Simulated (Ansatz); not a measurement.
**TiAl (P-6m2), random displacements**

Level of theory: DFT PBEsol, scalar-relativistic, plane waves, PAW (Ansatz 0.2.0). Settings: plane waves to 420 eV, k-mesh 14×14×14 (Γ-centred), Gaussian smearing 0.15 eV. No spin polarisation. Energies are free energies at this smearing, counted from the undisturbed cell; pressure is positive in compression.

The starting cell (relaxed at this level; it needn't be the usual structure):

```
CELL_PARAMETERS angstrom
1.42391 -2.46629 4.61994
1.42391 -2.46629 -4.61994
2.84782 4.93257 0.00000
ATOMIC_POSITIONS crystal
Ti 0.50000 0.50000 0.50000
Ti 0.00000 0.00000 0.50000
Ti 0.50000 0.50000 0.00000
Ti 0.00000 0.00000 0.00000
Al 0.58333 0.08333 0.16667
Al 0.08333 0.58333 0.16667
Al 0.58333 0.08333 0.66667
Al 0.08333 0.58333 0.66667
```

The atoms are displaced (Å, in the unstrained cell):

```tsv
atom	ux	uy	uz
Ti1	-0.594	0.068	-0.268
Ti2	-0.065	0.317	-0.503
Ti3	-0.045	-0.149	-0.265
Ti4	-0.052	0.097	-0.291
Al5	0.065	-0.077	0.328
Al6	0.223	0.205	0.193
Al7	0.230	-0.128	0.446
Al8	0.238	-0.334	0.360
```

The cell is not strained.

Task: What are the energy change, the stress and the forces?

Result: ΔE = 1527.5 meV/atom; stress (xx, yy, zz, yz, xz, xy; compression positive) (11.56, 28.52, 48.64, -6.26, 4.09, 15.55) GPa.
| atom | Fx (eV/Å) | Fy | Fz |
| --- | --- | --- | --- |
| Ti1 | 2.74 | 0.84 | 8.98 |
| Ti2 | -1.60 | -7.64 | 13.20 |
| Ti3 | -0.26 | 2.67 | 4.32 |
| Ti4 | 1.06 | -0.59 | 6.41 |
| Al5 | -0.10 | 0.61 | -6.55 |
| Al6 | -2.16 | -3.94 | -7.47 |
| Al7 | 0.16 | 6.18 | -13.28 |
| Al8 | 0.17 | 1.86 | -5.62 |

Cost: 1 run of about 7.2 core-minutes, on Intel Xeon 6975P-C (Granite Rapids) (shared hosts).